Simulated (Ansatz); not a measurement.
# BaS (WC-type structure): a workflow

Method: r²SCAN, scalar-relativistic; no spin polarisation; PAW, 500 eV, Γ-centred 6×6×6 mesh, 0.05 eV Gaussian smearing; code Ansatz. The datasets are Ansatz's generated set soft_2.

The start was a prototype's sites filled with these elements. The Crystallography Open Database lists the compound in space group Fm-3m (rock salt), so this is a trial structure.

The start:

```xyz
2
Lattice="4.2331 0.0000 0.0000 -2.1166 3.6660 0.0000 0.0000 0.0000 4.1313" Properties=species:S:1:pos:R:3 pbc="T T T"
Ba    0.0000    0.0000    0.0000
S     2.1166    1.2220    2.0657
```

The runs in order:

```csv
run,level,k-mesh,kind,V (Å³/atom),P (GPa),E − E(final) (meV/atom),gap on the mesh (eV)
1,"PBE, 420 eV",6×6×6,cell and atoms relaxed,32.85,0.0,–,2.04
2,r²SCAN,6×6×6,"shape and atoms relaxed, volume fixed",32.85,-0.2,0.1,2.40
3,r²SCAN,6×6×6,"shape and atoms relaxed, volume fixed",32.72,0.0,0.0,2.40
```

Cell and atoms are those of this level's equilibrium.

The final structure (symmetry read at 0.01 Å). The structure is hexagonal, space group P-6m2 (No. 187). The conventional cell has a = 4.360 Å, b = 4.360 Å, c = 3.975 Å, α = 90.00°, β = 90.00°, γ = 120.00°. Ba (site symmetry -6m2) has 6 S at 3.21 Å as nearest neighbours. Around S (site symmetry -6m2) lie 6 Ba at 3.21 Å. (Shells end 15 % past the nearest neighbour.)

| atom | site | symmetry | x | y | z |
| --- | --- | --- | --- | --- | --- |
| Ba | 1a | -6m2 | 0.0000 | 0.0000 | 0.0000 |
| S | 1f | -6m2 | 0.6667 | 0.3333 | 0.5000 |

At the final geometry the gap, band path included, is 2.40 eV. The equation of state gives B0 = 41 GPa and B0′ = 4.1. The elastic tensor is positive definite (smallest eigenvalue 15.4 GPa). Against the elements' standard states, run alike and uncorrected, the formation energy is -2.28 eV/atom. The runs in the table took roughly 0.7 core-minutes.

**Why it comes out so.**

Formal charges Ba²⁺, S²⁻ balance and leave closed shells on every ion, so a band insulator is expected, and the gap is 2.40 eV.

Shannon's ionic radii give a check on the bond lengths: Ba²⁺ with 6 neighbours 1.35 Å + S²⁻ 1.84 Å = 3.19 Å against a computed mean of 3.21 Å. Sums and bonds agree within 3 %, so ion sizes set the bond lengths.

Bader charges against formal ones: Ba +1.45 (+2), S −1.45 (−2). The cations give up 73 % of the formal charge; Bader charges stay under formal ones because the anions' density reaches into the cations' basins.

Kohn–Sham gaps of semilocal functionals lie under measured ones, often by a third or more. These numbers lack spin–orbit coupling.
